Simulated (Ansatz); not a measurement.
Worked example: C4H9Cl + C3H8MgO → C4H10O + C3H7ClMg

Species: C4H9Cl (1-chlorobutane) `CCCCCl`, singlet; C3H8MgO `C[CH](C)[Mg][OH]`, singlet; C4H10O (1-butanol) `CCCCO`, singlet; C3H7ClMg `C[CH](C)[Mg][Cl]`, singlet. The partners trade Cl for OH: C–Cl and Mg–OH bonds give way to C–OH and Mg–Cl.

Shapes, held fixed at every level: PBE0-D4/def2-TZVP. Flexible molecules stand in one conformer, not always the lowest. Programs: Ansatz 0.2.0. The zero-point and thermal change to 298 K, harmonic and unscaled (PBE0-D4/def2-TZVP), is +5.6 kJ/mol.

At CCSD(T)/def2-TZVPP; 1 Eh = 2625.50 kJ/mol:

| species | energy (Eh) |
| --- | --- |
| C4H9Cl | -617.284943 |
| C3H8MgO | -393.893461 |
| C4H10O | -233.280457 |
| C3H7ClMg | -777.919571 |

Question: Work out ΔH(298 K) of the reaction at this level.

Answer: 
1. Products less reactants: (-233.280457) + (-777.919571) − [(-617.284943) + (-393.893461)] = -0.021624 Eh = -56.8 kJ/mol.
2. With the thermal change: -56.8 + (+5.6) = -51.2 kJ/mol.

Other levels give -74.5 (HF/def2-TZVPP) to -43.1 kJ/mol (MP2/def2-TZVPP). No measured value is set beside it here. Outer-core shells of Mg are correlated in most correlated rows, in sets that cover them unevenly.
